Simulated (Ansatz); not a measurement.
A 2-atom cell of BaTe (Fm-3m) from a materials database (r2SCAN geometry), in Ansatz:

```
Ba Te
1.0
     0.00000    3.53339    3.53339
     3.53339    0.00000    3.53339
     3.53339    3.53339    0.00000
Ba Te
1 1
Direct
  0.00000 0.00000 0.00000
  0.50000 0.50000 0.50000
```

G0W0@PBE with 653 empty bands, a screening cutoff of 220 eV and a 4×4×4 mesh (PAW, contour deformation) gives 2.726 eV over the mesh points, from a PBE gap of 1.652 eV; it sums over 666 bands with 645 plane waves in the screening and a wave cutoff of 420 eV. G0W0 values are finite-basis, finite-mesh values. Spin-unpolarised throughout; all numbers are computed.

Q: Estimate the gap with potentials of the kind norm-conserving.

A: 2.705 eV (-0.021 eV), from a Kohn-Sham gap of 1.654 eV.

Q: Estimate the gap with frequency model Godby-Needs pole.

A: 2.670 eV (-0.056 eV), from a Kohn-Sham gap of 1.652 eV.

Q: Estimate the gap with empty bands 1200, screening cutoff 300 eV.

A: 2.750 eV (+0.024 eV), from a Kohn-Sham gap of 1.652 eV.

Q: Another run gave a Kohn-Sham gap of 1.652 eV and a G0W0 gap of 2.652 eV, summing over 276 bands with 259 plane waves in the screening and a wave cutoff of 420 eV. What was changed?

A: Empty bands 263, screening cutoff 120 eV. The counts of bands and plane waves show it.

Spin-orbit coupling is left out, which matters wherever the heavy atoms make up the band edges.
